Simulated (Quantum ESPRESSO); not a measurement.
**BAs: zone-centre phonons and dielectric response under several settings**

```
As B
1.0
     0.00000    2.38850    2.38850
     2.38850    0.00000    2.38850
     2.38850    2.38850    0.00000
As B
1 1
Direct
  0.75000 0.75000 0.75000
  0.00000 0.00000 0.00000
```

All runs used Quantum ESPRESSO 7.5; potentials PseudoDojo 0.4.1 SR PBE standard; k mesh 8 × 8 × 8, shifted; no spin polarisation; cutoff 1143 eV; occupations smeared at first, fixed for the response.

| level | geometry | volume (Å³/atom) | pressure (GPa) | lowest optical mode without the field (cm⁻¹) | highest mode with the field (cm⁻¹) | ε∞ (mean) | ε0 (mean) | Born charge of atom 1 (e) |
| --- | --- | --- | --- | --- | --- | --- | --- | --- |
| BLYP | relaxed cell | 14.47 | 0.2 | 657 | 658 | 9.74 | 9.8 | 0.20 |
| BLYP | given cell, atoms relaxed | 13.63 | ? | ? | ? | ? | ? | ? |
| vdW-DF-cx | relaxed cell | 13.60 | 0.0 | 690 | 692 | 9.73 | 9.8 | 0.41 |
| rev-vdW-DF2 | given cell, atoms relaxed | 13.63 | 1.2 | 689 | 691 | 9.67 | 9.7 | 0.37 |

Q: What stands in the row left open?

A: Pressure 8.1 GPa; lowest optical mode without the field 698 cm⁻¹; highest mode with the field 700 cm⁻¹; ε∞ 9.43; ε0 9.5; Born charge of atom 1 0.38 e.

Caveats: the potentials were made for another functional, which shifts forces and pressure; before the sum rule the acoustic modes lie tens of cm⁻¹ from zero, a sign that the density grid also shifts the optical modes; the cell is more than 3 GPa from zero pressure, which shifts response properties (some runs).

For the row left open. Caveat: the potentials were made for another functional, which shifts forces and pressure; the cell is more than 3 GPa from zero pressure, which shifts response properties; before the sum rule the acoustic modes lie tens of cm⁻¹ from zero, a sign that the density grid also shifts the optical modes.
